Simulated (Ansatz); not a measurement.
## ScAl3: experiment and calculation

**Experimental background.**

“A Combined Experimental and First-Principles Based Assessment of Finite-Temperature Thermodynamic Properties of Intermetallic Al3Sc”, 2021, pmc:8067998 quotes, for a bulk crystal of ScAl3 at 300 K: lattice constant a 4.103 Å.

The runs below are set against these values where they give the same quantity.

Computed with Ansatz 0.2.0, DFT PBE, scalar-relativistic, plane waves, PAW.

Cutoff 420 eV; k points 10×10×10 on the computed 4-atom cell (Γ-centred); Gaussian smearing, width 0.10 eV; no spin polarisation.

Relaxed structure, symmetry kept:

Space group Pm-3m (No. 221). a = 4.105 Å, b = 4.105 Å, c = 4.105 Å, α = 90.00°, β = 90.00°, γ = 90.00°
| atom | site | symmetry | x | y | z |
| --- | --- | --- | --- | --- | --- |
| Sc | 1a | m-3m | 0.0000 | 0.0000 | 0.0000 |
| Al | 3c | 4/mm.m | 0.5000 | 0.0000 | 0.5000 |

```
Space group                                                       : Pm-3m (No. 221)
Volume per atom                                                   : 116.7 bohr³
Formation energy from the elements' standard states (uncorrected) : -0.453 eV/atom
Kohn–Sham band gap                                                : none (metal)
Density of states at the Fermi level                              : 1.35 states/eV per cell
Löwdin character within 0.5 eV of the Fermi level                 : Sc 3d 42 %, Al 3p 42 %, Al 3s 11 %
Bader charges (e)                                                 : Sc (1 in the cell) 1.16, Al (3 in the cell) -0.39
```

Against the measured lattice constant a of ScAl3, 4.103 Å (300 K; quoted in the paper above), the calculated 4.105 Å is off by +0.1 %. The calculation is for 0 K without zero-point motion.